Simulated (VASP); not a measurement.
Set up this calculation in VASP 6.6.1, as the native input.

```
Task                   : single point
Functional             : PBEsol
Potentials or basis    : VASP PAW PBE potentials, release 64 (Cd, Se)
Cutoff                 : 520 eV
k mesh                 : 6 × 6 × 4
Occupations            : fermi-dirac, width 0.02 eV
Spin                   : no spin polarisation
Dipole correction      : no
Further INCAR settings : ALGO = Normal; EDIFF = 1e-07; NBANDS = 26
```

The structure of CdSe lies in POSCAR:

```
CdSe
1.0
    3.9901153008      0.0000000000      0.0000000000
   -1.9950576504      3.4555412145      0.0000000000
    0.0000000000      0.0000000000      6.5698016051
Cd Se
2 2
Direct
    0.0000000000      0.0000000000      0.0000000000
    0.0000000000      0.0000000000      0.5000000000
    0.3333333333      0.6666666667      0.2500000000
    0.6666666667      0.3333333333      0.7500000000
```

The cell was built by a generator and needn't be a form met in nature.

These files were run (other wordings do the same):

INCAR

```
PREC = Accurate
ENCUT = 520
EDIFF = 1E-7
ISMEAR = -1
SIGMA = 0.02
LREAL = F
LASPH = T
NELM = 100
ALGO = Normal
ISIF = 2
LWAVE = F
LCHARG = F
GGA = PS
NBANDS = 26
```

KPOINTS

```
Automatic mesh
0
Gamma
  6 6 4
```

Potentials or basis: VASP PAW PBE potentials, release 64 (Cd, Se).

Launch:

```sh
$ cat potpaw_PBE.64/Cd/POTCAR potpaw_PBE.64/Se/POTCAR > POTCAR
$ mpirun -np 1 vasp_std > vasp.out
```

Results of the run:

- Pressure: 0.5 GPa
- Band gap on the k mesh: none (metal or under the smearing width)

Caveat: the PAW data sets were made with another functional, which shifts forces and pressure a little.

Run time: 25 s on 1 thread of Intel(R) Xeon(R) 6975P-C (Granite Rapids), with other jobs on the host, peak memory 0.21 GiB.
